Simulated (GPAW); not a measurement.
Input of a GPAW 26.7.0 run:

The input run.py:

```python
from ase import Atoms
from ase.eos import EquationOfState
from ase.io import Trajectory
from ase.units import GPa
from gpaw import GPAW, PW

atoms = Atoms(['Mo', 'Mo', 'Se', 'Se', 'Se', 'Se'],
              cell=[[3.288, 0.0, 0.0],
                    [-1.644, 2.8474915276, 0.0],
                    [0.0, 0.0, 12.9]],
              scaled_positions=[[0.6666666667, 0.3333333333, 0.75],
                                [0.3333333333, 0.6666666667, 0.25],
                                [0.6666666667, 0.3333333333, 0.375],
                                [0.3333333333, 0.6666666667, 0.875],
                                [0.6666666667, 0.3333333333, 0.125],
                                [0.3333333333, 0.6666666667, 0.625]],
              pbc=True)

traj = Trajectory('eos.traj', 'w')
volumes, energies = [], []
for x in [0.94, 0.96, 0.98, 1.0, 1.02, 1.04, 1.06]:
    a = atoms.copy()
    a.set_cell(atoms.cell * x**(1 / 3), scale_atoms=True)
    calc = GPAW(mode=PW(600),
                xc='PBE',
                kpts={'size': (6, 6, 2), 'gamma': True},
                occupations={'name': 'fermi-dirac', 'width': 0.05},
                nbands=46,
                convergence={'density': 1e-05, 'energy': 1e-05},
                maxiter=150,
                txt=f'eos-{x:.2f}.txt')
    a.calc = calc
    energies.append(a.get_potential_energy(force_consistent=True))
    volumes.append(a.get_volume())
    p = -a.get_stress()[:3].mean() / GPa
    calc.write(f'eos-{x:.2f}.gpw')
    traj.write(a)
    print(f'{x:.2f} {volumes[-1]:10.4f} A^3 {energies[-1]:14.6f} eV {p:9.3f} GPa', flush=True)

v0, e0, B = EquationOfState(volumes, energies, eos='birchmurnaghan').fit()
print(f'V0 = {v0:.4f} A^3, E0 = {e0:.6f} eV, B0 = {B / GPa:.2f} GPa')
```

Potentials or basis: GPAW PAW data sets (gpaw-data 1.2.1), pw.

Command:

```console
$ OMP_NUM_THREADS=1 python run.py
```

Task: Predict the equilibrium volume.

Result: 21.38 Å³/atom (rough: see the caveat).

Task: Predict the bulk modulus at fixed shape and positions.

Result: 116 GPa (rough).

Energy against volume, from the lowest point:
| volume (Å³/atom) | energy (meV/atom) |
| --- | --- |
| 18.922 | 127.53 |
| 19.324 | 85.91 |
| 19.727 | 53.57 |
| 20.129 | 29.59 |
| 20.532 | 13.15 |
| 20.935 | 3.51 |
| 21.337 | 0.00 |

Caveat: the k mesh is coarse (spacing up to 0.37 Å⁻¹), so the values aren't converged; the minimum lies outside the volumes run; the cell was scaled at fixed shape and fractional positions, which overstates the stiffness of a crystal with free parameters, most of all of layers and chains; this functional lacks dispersion, which binds the layers, so the pressure and a relaxed spacing across them are unreliable.
